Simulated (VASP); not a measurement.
# Ti in VASP: single point with PBEsol

Aim: the single point of Ti with PBEsol.

Program: VASP 6.6.1. These are calculated values, not measurements. Logs are shortened: lines on timing, memory, paths and dates and some standing lists are left out, and cuts for length are marked.

## Step 1: The structure

The cell holds a slab with vacuum, 4 atoms: a = 2.898 Å, b = 2.898 Å, c = 28.434 Å, α = 90.00°, β = 90.00°, γ = 120.00°.

The cell was built by a generator and needn't be a form met in nature.

## Step 2: Single point, PBEsol

Input file INCAR:

```
SYSTEM = Ti
PREC = Accurate ; ENCUT = 520
EDIFF = 1E-6 ; ISMEAR = 1
SIGMA = 0.1 ; LREAL = .False.
LASPH = .True. ; NELM = 100
ALGO = Fast ; ISIF = 2
LWAVE = .False. ; LCHARG = .True.
LDIPOL = .True. ; IDIPOL = 3
DIPOL = 0.5 0.5 0.329 ; GGA = PS
LELF = .True. ; LVHAR = .True.
LVACPOTAV = .True. ; NBANDS = 32
```

Input file KPOINTS:

```
Automatic mesh
0
Gamma
  15 15 1
  0 0 0
```

Input file POSCAR:

```
Ti
1.0
    2.8980720095      0.0000000000      0.0000000000
   -1.4490360048      2.5098039822      0.0000000000
    0.0000000000      0.0000000000     28.4342552129
Ti
4
Direct
    0.3333333333      0.6666666667      0.2110130881
    0.6666666667      0.3333333333      0.2861243799
    0.3333333333      0.6666666667      0.3699981801
    0.6666666667      0.3333333333      0.4474580700
```

Potentials or basis: VASP PAW PBE potentials, release 64 (Ti_sv).

The run is started by

```
$ cat potpaw_PBE.64/Ti_sv/POTCAR > POTCAR
$ mpirun -np 1 vasp_std > vasp.out
```

OUTCAR:

```text
SYSTEM = Ti
   PREC = Accurate
   ENCUT = 520
   EDIFF = 1E-6
   ISMEAR = 1
   LREAL = .False.
   LASPH = .True.
   NELM = 100
   ISIF = 2
   GGA = PS

 ion  position               nearest neighbor table
   1  0.333  0.667  0.211-   2 2.71   2 2.71   2 2.71
   2  0.667  0.333  0.286-   1 2.71   1 2.71   1 2.71   3 2.91   3 2.91   3 2.91
   3  0.333  0.667  0.370-   4 2.77   4 2.77   4 2.77   2 2.91   2 2.91   2 2.91
   4  0.667  0.333  0.447-   3 2.77   3 2.77   3 2.77

  LATTYP: Found a hexagonal cell.
 ALAT       =     2.8980720095
 C/A-ratio  =     9.8114384735

  Lattice vectors:

 A1 = (   2.8980720095,   0.0000000000,   0.0000000000)
 A2 = (  -1.4490360048,   2.5098039822,   0.0000000000)
 A3 = (   0.0000000000,   0.0000000000,  28.4342552129)

Analysis of symmetry for initial positions (statically):
=====================================================================
 Subroutine PRICEL returns:
 Original cell was already a primitive cell.

 Routine SETGRP: Setting up the symmetry group for a
 hexagonal supercell.

 Subroutine GETGRP returns: Found  6 space group operations
 (whereof  6 operations were pure point group operations)
 out of a pool of 24 trial point group operations.

The static configuration has the point symmetry C_3v.

Analysis of symmetry for dynamics (positions and initial velocities):
=====================================================================
 Subroutine PRICEL returns:
 Original cell was already a primitive cell.

 Routine SETGRP: Setting up the symmetry group for a
 hexagonal supercell.

 Subroutine GETGRP returns: Found  6 space group operations
 (whereof  6 operations were pure point group operations)
 out of a pool of 24 trial point group operations.

The dynamic configuration has the point symmetry C_3v.

 Subroutine INISYM returns: Found  6 space group operations
 (whereof  6 operations are pure point group operations),
 and found     1 'primitive' translations

----------------------------------------------------------------------------------------

                                     Primitive cell

  volume of cell :     206.8192

  direct lattice vectors                    reciprocal lattice vectors
     2.898072009  0.000000000  0.000000000     0.345056988  0.199218745  0.000000000
    -1.449036005  2.509803982  0.000000000     0.000000000  0.398437490  0.000000000
     0.000000000  0.000000000 28.434255213     0.000000000  0.000000000  0.035168848

  length of vectors
[... 89 lines left out ...]
   NSW    =      0    number of steps for IOM
   IBRION =     -1    ionic relax: 0-MD 1-quasi-New 2-CG
   NFREE  =      0    steps in history (QN), initial steepest desc. (CG)
   ISIF   =      2    stress and relaxation
   ISYM   =      2    0-nonsym 1-usesym 2-fastsym
   POTIM  = 0.5000    time-step for ionic-motion
   TEBEG  =    0.0;   TEEND  =   0.0 temperature during run
   PSTRESS=    0.0 pullay stress
   NELECT =      48.0000    total number of electrons
   NUPDOWN=      -1.0000    fix difference up-down
   EMIN   =  10.00;   EMAX   =-10.00  energy-range for DOS
   EFERMI =   0.00;   METHOD = LEGACY
   ISMEAR =     1;   SIGMA  =   0.10  broadening in eV -4-tet -1-fermi 0-gaus
   EFERMI_NEDOS =   21; number of points for ismear=-14 and -15
   IALGO  =     68    algorithm
   IMIX   =      4    mixing-type and parameters
     AMIX     =   0.40;   BMIX     =  1.00
     AMIX_MAG =   1.60;   BMIX_MAG =  1.00
  volume/ion in A,a.u.               =      51.70       348.92
  Fermi-wavevector in a.u.,A,eV,Ry     =   1.006063  1.901182 13.771297  1.012162
  Thomas-Fermi vector in A             =   2.138781
   LORBIT       =      0    0 simple, 1 ext, 2 COOP (PROOUT), +10 PAW based schemes
   GGA     = PS    functional components
   LHFCALC =     F    Hartree Fock is set to
   AEXX    =    0.0000 exact exchange contribution
   IVDW    =     0    specifies the selected vdW correction
   LEPSILON=     F    determine dielectric tensor
   LRPA    =     F    only Hartree local field effects (RPA)
 non-spin polarized calculation
 RMM-DIIS sequential band-by-band and
 Methfessel and Paxton  Order N= 1 SIGMA  =   0.10
  energy-cutoff  :      520.00
  volume of cell :      206.82
 maximum number of plane-waves:      5653
 NGX is ok and might be reduce to    24
   NGX = 11   NGY = 11   NGZ =105

 dipolmoment           0.000000      0.000000     -0.045842 electrons x Angstroem

 number of electron      47.9999993 magnetization

 dipolmoment           0.000000      0.000000      0.002151 electrons x Angstroem

 Free energy of the ion-electron system (eV)
  ---------------------------------------------------
  ext. energy  EPLUGINS =         0.00000000
  ---------------------------------------------------
  free energy    TOTEN  =       -31.39271713 eV

  energy without entropy =      -31.39275613  energy(sigma->0) =      -31.39273013

 E-fermi :  -0.1980     XC(G=0):  -4.5413

 val. band max:       -0.2072203712   @ k =   0.3333   0.0000   0.0000
 cond. band min:      -0.1977549307   @ k =   0.1333  -0.0000   0.0000
 fundamental gap:      0.0094654406
 Fermi energy:        -0.1979607336

 k-point     1 :       0.0000    0.0000    0.0000
  band No.  band energies     occupation
      1     -56.8574      2.00000
      2     -56.8239      2.00000
      3     -56.6276      2.00000
      4     -56.5545      2.00000
      5     -33.4862      2.00000
      6     -33.3935      2.00000
[... 829 lines left out ...]
     31       2.0099      0.00000
     32       2.6664      0.00000

 [... further k-points ...]
[... 5 lines left out ...]
  --------------------------------------------------------------------------------------
  -------------------------------------------------------------------------------------
  Total       -0.8574846     -0.8574846     -0.8383780      0.0000000      0.0000000      0.0000000
  in kB       -6.6427223     -6.6427223     -6.4947081      0.0000000      0.0000000      0.0000000
  external PRESSURE =      -6.5933842 kB  Pullay stress =       0.0000000 kB

 VOLUME and BASIS-vectors are now :
 -----------------------------------------------------------------------------
  energy-cutoff  :      520.00
  volume of cell :      206.82
      direct lattice vectors                 reciprocal lattice vectors
     2.898072009  0.000000000  0.000000000     0.345056988  0.199218745  0.000000000
    -1.449036005  2.509803982  0.000000000     0.000000000  0.398437490  0.000000000
     0.000000000  0.000000000 28.434255213     0.000000000  0.000000000  0.035168848

 POSITION                                       TOTAL-FORCE (eV/Angst)
 -----------------------------------------------------------------------------------
     -0.00000      1.67320      6.00000         0.000000     -0.000000      0.025910
      1.44904      0.83660      8.13573        -0.000000      0.000000     -0.047433
     -0.00000      1.67320     10.52062        -0.000000     -0.000000      0.372750
      1.44904      0.83660     12.72314         0.000000     -0.000000     -0.351227
 -----------------------------------------------------------------------------------
    total drift:                               -0.000000      0.000000      0.000560

  FREE ENERGIE OF THE ION-ELECTRON SYSTEM (eV)
  ---------------------------------------------------
  free  energy   TOTEN  =       -31.3927171268 eV

  energy  without entropy=      -31.3927561328  energy(sigma->0) =      -31.39273013

 vacuum level on the upper side and lower side of the slab         4.409         4.355
```

OSZICAR:

```text
N       E                     dE             d eps       ncg     rms          rms(c)
DAV:   1     0.564957553709E+03    0.56496E+03   -0.26424E+04  2048   0.148E+03
DAV:   2     0.394436693422E+02   -0.52551E+03   -0.51227E+03  1864   0.474E+02
DAV:   3    -0.250129705444E+02   -0.64457E+02   -0.62499E+02  2984   0.146E+02
[... 45 lines left out ...]
RMM:  49    -0.313927137352E+02   -0.12271E-05   -0.17264E-05  2262   0.220E-02    0.121E-02
RMM:  50    -0.313927146980E+02   -0.96284E-06   -0.14519E-05  2212   0.207E-02    0.119E-02
RMM:  51    -0.313927156495E+02   -0.95154E-06   -0.12727E-05  2188   0.194E-02    0.121E-02
RMM:  52    -0.313927164176E+02   -0.76811E-06   -0.10925E-05  2128   0.183E-02    0.120E-02
RMM:  53    -0.313927171268E+02   -0.70919E-06   -0.99735E-06  2105   0.173E-02
   1 F= -.31392717E+02 E0= -.31392730E+02  d E =0.390059E-04
```

Run time: 9.3 min. Hardware: 1 thread of Intel Xeon Platinum 8488C (Sapphire Rapids), shared host; peak memory 0.4 GiB.

What came out:

```
Free energy                     : -31.3927 eV
Largest force                   : 0.373 eV/Å
Band gap on the k mesh          : none (metal or under the smearing width)
Work function of the upper face : 4.61 eV
Work function of the lower face : 4.55 eV
```

Forces on the atoms (eV/Å):
```
Ti   0.000  0.000  0.026
Ti   0.000  0.000 -0.047
Ti   0.000  0.000  0.373
Ti   0.000  0.000 -0.351
```

Caveat: the PAW data sets were made with another functional, which shifts forces and pressure a little.
